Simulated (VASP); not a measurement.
**A VASP 6.6.1 single-point calculation on KBr**

INCAR

```
IBRION = -1
NELM = 72
ADDGRID = .TRUE.
LWAVE = .FALSE.
ENCUT = 520
NBANDS = 15
NELECT = 15.98
ISMEAR = -1
EDIFF = 1E-7
GGA = PE
ISIF = 2
LREAL = .FALSE.
SIGMA = 0.02
NSW = 0
LASPH = .TRUE.
LCHARG = .FALSE.
PREC = Accurate
```

KPOINTS

```
KPOINTS created by Atomic Simulation Environment
0
Gamma
6 6 6
0 0 0
```

POSCAR

```
K  Br
 1.0000000000000000
     0.0000000000000000    3.3022478146999998    3.3022478146999998
     3.2031803803000001    0.0000000000000000    3.3022478146999998
     3.2031803803000001    3.3022478146999998    0.0000000000000000
 K   Br
   1   1
Cartesian
  0.0000000000000000  0.0000000000000000  0.0000000000000000
  3.2031803803000001  3.3022478146999994  3.3022478146999994
```

The recommended PBE PAW datasets give the neutral cell 16 valence electrons.

Command

```
mpirun -np 1 vasp_std
```

OSZICAR

```
N       E                     dE             d eps       ncg     rms          rms(c)
DAV:   1     0.993656841106E+02    0.99366E+02   -0.63879E+03   900   0.875E+02
DAV:   2    -0.273097554790E+00   -0.99639E+02   -0.91984E+02  1146   0.230E+02
DAV:   3    -0.608294576021E+01   -0.58098E+01   -0.57762E+01  1251   0.489E+01
DAV:   4    -0.631217165165E+01   -0.22923E+00   -0.22918E+00  1368   0.835E+00
DAV:   5    -0.631412853379E+01   -0.19569E-02   -0.19569E-02  1293   0.831E-01    0.327E+00
DAV:   6    -0.616493218642E+01    0.14920E+00   -0.19295E-01  1124   0.217E+00    0.238E+00
DAV:   7    -0.615547092660E+01    0.94613E-02   -0.10525E-01  1222   0.176E+00    0.102E+00
DAV:   8    -0.616354083110E+01   -0.80699E-02   -0.11039E-02   991   0.773E-01    0.108E-01
DAV:   9    -0.616429411842E+01   -0.75329E-03   -0.78435E-04  1229   0.176E-01    0.785E-02
DAV:  10    -0.616457221955E+01   -0.27810E-03   -0.27481E-04   921   0.964E-02    0.115E-02
DAV:  11    -0.616459149431E+01   -0.19275E-04   -0.29237E-05  1119   0.326E-02    0.621E-03
DAV:  12    -0.616459292786E+01   -0.14335E-05   -0.31117E-06   998   0.121E-02    0.124E-03
DAV:  13    -0.616459298912E+01   -0.61256E-07   -0.19671E-07  1215   0.252E-03
   1 F= -.61645930E+01 E0= -.61642123E+01  d E =-.761342E-03
```

Standard output (part)

```
POSCAR found type information on POSCAR K Br
 POSCAR found :  2 types and       2 ions
 LDA part: xc-table for (Slater+PW92), standard interpolation
 POSCAR, INCAR and KPOINTS ok, starting setup
 WAVECAR not read
 entering main loop
 the old and the new charge density differ
    0.327E+00
```

From OUTCAR

```
k-points           NKPTS =     30   k-points in BZ     NKDIM =     30   number of bands    NBANDS=     15

   NELECT =      15.9800    total number of electrons

   dimension x,y,z NGX =    36 NGY =   36 NGZ =   36
   dimension x,y,z NGXF=    72 NGYF=   72 NGZF=   72

  energy-cutoff  :      520.00
  volume of cell :       69.86
      direct lattice vectors                 reciprocal lattice vectors
     0.000000000  3.302247815  3.302247815    -0.156094862  0.151412016  0.151412016
     3.203180380  0.000000000  3.302247815     0.156094862 -0.151412016  0.151412016
     3.203180380  3.302247815  0.000000000     0.156094862  0.151412016 -0.151412016

 k-points in reciprocal lattice and weights: KPOINTS created by Atomic Simulation Env
   0.00000000  0.00000000  0.00000000       0.005
   0.16666667 -0.00000000 -0.00000000       0.037
   0.33333333 -0.00000000 -0.00000000       0.037
   0.50000000 -0.00000000 -0.00000000       0.019
   0.16666667  0.16666667  0.00000000       0.019
   0.33333333  0.16666667 -0.00000000       0.074
   0.50000000  0.16666667 -0.00000000       0.074
  -0.33333333  0.16666667 -0.00000000       0.074
   ...

 E-fermi :  -1.6511

 k-point     1 :       0.0000    0.0000    0.0000
  band No.  band energies     occupation
      1     -29.3290      2.00000
      2     -13.9797      2.00000
      3     -12.8122      2.00000
      4     -12.8088      2.00000
      5     -12.8088      2.00000
      6      -1.6501      0.97290
      7      -1.6501      0.97290
      8      -1.6324      0.56334
      9       2.8949      0.00000
     10       5.9325      0.00000
     11       5.9325      0.00000
     12       6.1254      0.00000
     13       6.7624      0.00000
     14       6.9103      0.00000
     15      10.0734      0.00000

 k-point     2 :       0.1667   -0.0000   -0.0000
  band No.  band energies     occupation
      1     -29.3274      2.00000
      2     -14.0318      2.00000
      3     -12.8114      2.00000
      4     -12.8112      2.00000
      5     -12.7386      2.00000
      6      -2.0256      2.00000
      7      -1.7442      1.98108
      8      -1.7346      1.96971
      9       3.5654      0.00000
     10       5.8579      0.00000
     11       6.2732      0.00000
     12       6.3929      0.00000
     13       7.1309      0.00000
     14       7.2956      0.00000
     15      10.9848      0.00000

 k-point     3 :       0.3333   -0.0000   -0.0000
  band No.  band energies     occupation
      1     -29.3241      2.00000
      2     -14.1220      2.00000
      3     -12.8159      2.00000
      4     -12.8128      2.00000
      5     -12.6082      2.00000
      6      -2.6236      2.00000
      7      -1.9200      2.00000
      8      -1.9145      2.00000
      9       4.6653      0.00000
     10       6.1687      0.00000
     11       7.1778      0.00000
     12       7.2686      0.00000
     13       8.0611      0.00000
     14       8.2628      0.00000
     15      10.0157      0.00000

 ...

  Total        0.8527493      0.3127931      0.3127931      0.0000000      0.0000000     -0.0000000
  in kB       19.5569552      7.1735973      7.1735973      0.0000000      0.0000000     -0.0000000
  external PRESSURE =      11.3013833 kB  Pullay stress =       0.0000000 kB

 POSITION                                       TOTAL-FORCE (eV/Angst)
 -----------------------------------------------------------------------------------
      0.00000      0.00000      0.00000         0.000000     -0.000000      0.000000
      3.20318      3.30225      3.30225         0.000000      0.000000      0.000000
 -----------------------------------------------------------------------------------
    total drift:                                0.000000      0.000000      0.000000

  FREE ENERGIE OF THE ION-ELECTRON SYSTEM (eV)
  ---------------------------------------------------
  free  energy   TOTEN  =        -6.1645929891 eV

  energy  without entropy=       -6.1638316470  energy(sigma->0) =       -6.16421232
```

It converged. Results: pressure 1.1 GPa.

The cell is charged and sits in a uniform background.

For comparison, a separate PBE run of the intended cell, on usual settings and not on those above, gives a gap of 4.50 eV on its mesh and a pressure of 1.3 GPa.

The run above took about 45 s on one core of a shared host (Intel Xeon Platinum 8488C) and held 0.31 GiB at most.
